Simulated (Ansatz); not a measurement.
# Cu12N: the cost of one run

Computed with Ansatz 0.2.0 (DFT PBE, scalar-relativistic, plane waves, PAW, unless a step's input says otherwise).

2 further runs of the same task are left out: 2 set aside as unsound or not needed.

### Step 1. The structure to begin with

It takes space group Fm-3m (No. 225, cubic). The conventional cell has a = 3.615 Å, b = 3.615 Å, c = 3.615 Å, α = 90.00°, β = 90.00°, γ = 90.00°. Around Cu (site symmetry m-3m) lie 12 Cu at 2.56 Å.

Structure file:

```
CELL_PARAMETERS angstrom
0.00000 1.80750 1.80750
1.80750 0.00000 1.80750
1.80750 1.80750 0.00000
ATOMIC_POSITIONS crystal
Cu 0.00000 0.00000 0.00000
```

The structure comes from the Crystallography Open Database.

### Step 8. The grid

Atoms count from 1 in the order of the input.

N is moved over the surface cell; relaxed at each place: the height of the adsorbate's atoms; substrate rigid; the origin of the map has the adsorbate above Cu9.

First coordinate, position of N13 along the first surface vector, from above Cu9: 6 values from 0.000 to 0.833, periodic. Second coordinate, position of N13 along the second surface vector, from above Cu9: 6 values from 0.000 to 0.833, periodic.

Relaxed at each point: the height of the adsorbate's atoms; substrate rigid. Points are written as (first, second).

The two vectors of the plane (Å): (2.566, 0.000, 0.000); (-1.283, 2.222, 0.000).

(The set-up runs are not shown.)

### Step 9. Point (0/6, 0/6) of the map's two axes

File input.yaml:

```yaml
crystal:
  lattice:
    - [5.1319544695, 0.0, 0.0]
    - [-2.5659772347, 4.4444029416, 0.0]
    - [0.0, 0.0, 19.6215699228]
  atoms:
    - { symbol: Cu, position: [0.3333333333, 0.1666666667, 0.2038572864] }
    - { symbol: Cu, position: [0.3333333333, 0.6666666667, 0.2038572864] }
    - { symbol: Cu, position: [0.8333333333, 0.1666666667, 0.2038572864] }
    - { symbol: Cu, position: [0.8333333333, 0.6666666667, 0.2038572864] }
    - { symbol: Cu, position: [0.1666666667, 0.3333333333, 0.3088787979] }
    - { symbol: Cu, position: [0.1666666667, 0.8333333333, 0.3088787979] }
    - { symbol: Cu, position: [0.6666666667, 0.3333333333, 0.3088787979] }
    - { symbol: Cu, position: [0.6666666667, 0.8333333333, 0.3088787979] }
    - { symbol: Cu, position: [0.0, 0.0, 0.4139103015] }
    - { symbol: Cu, position: [0.0, 0.5, 0.4139103015] }
    - { symbol: Cu, position: [0.5, 0.0, 0.4139103015] }
    - { symbol: Cu, position: [0.5, 0.5, 0.4139103015] }
    - { symbol: "N", position: [0.0, 0.0, 0.5178775176] }
basis:
  ecutwfc: 420
kpoints:
  mp_grid: { grid: [6, 6, 1] }
hamiltonian:
  xc: pbe
  pseudopotentials: { kind: paw, azcp: { folder: soft_1 } }
scf:
  occupations: { method: gaussian, width: 0.1 }
output:
  forces: true
  eigenvalues: true
relax:
  adjacent_minimum: "off"
  f_tol: 0.025
  max_steps: 16
  constraints:
    - { sites: [0, 1, 2, 3, 4, 5, 6, 7, 8, 9, 10, 11] }
    - { sites: [12], fix: xy }
efield:
  axis: 3
  dipole_correction: true
  ramp_width: 0.04
```

Command:

```
ansatz run input.yaml --threads 4 --pin off --max-ram 12288MiB --backend cpu --events-out ev --progress --plain --runs-dir out
```

Q: Estimate wall time and peak memory on 4 threads of Intel Xeon Platinum 8488C (Sapphire Rapids), shared host.

About 52 s, with a peak of 1.6 GiB.
